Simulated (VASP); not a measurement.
Crystal: ZnS (Wurtzite-2H).

```
CELL_PARAMETERS angstrom
3.81100 0.00000 0.00000
-1.90550 3.30042 0.00000
0.00000 0.00000 6.23400
ATOMIC_POSITIONS crystal
Zn 0.66667 0.33333 0.50000
Zn 0.33333 0.66667 0.00000
S 0.66667 0.33333 0.88500
S 0.33333 0.66667 0.38500
```

```yaml
Program: VASP 6.6.1
Task: relaxation of cell and atoms
Functional: PBE
Dispersion: TS
Potentials_or_basis: VASP PAW PBE potentials, release 64 (Zn, S)
Cutoff: 600 eV
k_mesh: 8 × 8 × 5
Occupations: fermi-dirac, width 0.05 eV
Spin: no spin polarisation
```

At the start: pressure 1.7 GPa; volume 19.60 Å³/atom.

Question: How do energy, volume and symmetry change on relaxing?

Answer: Over 6 steps the energy falls by 9.1 meV/atom and the volume is 20.01 Å³/atom (+2.1 %); space group P6_3mc (No. 186, to 0.05 Å).

Step by step:
```tsv
step	energy change (eV)	largest force (eV/Å)	pressure (GPa)	volume (Å³)
1	0.0000	0.3640	1.75	78.41
2	-0.0256	0.1325	-0.73	80.86
3	-0.0258	0.1507	-0.55	80.66
4	-0.0321	0.0708	-0.13	80.26
5	-0.0346	0.0220	0.24	79.83
6	-0.0365	0.0007	-0.06	80.05
```

Final structure:
```
CELL_PARAMETERS angstrom
3.82455 0.00000 0.00000
-1.91227 3.31215 0.00000
0.00000 0.00000 6.31954
ATOMIC_POSITIONS crystal
Zn 0.66667 0.33333 0.50639
Zn 0.33333 0.66667 0.00639
S 0.66667 0.33333 0.87861
S 0.33333 0.66667 0.37861
```
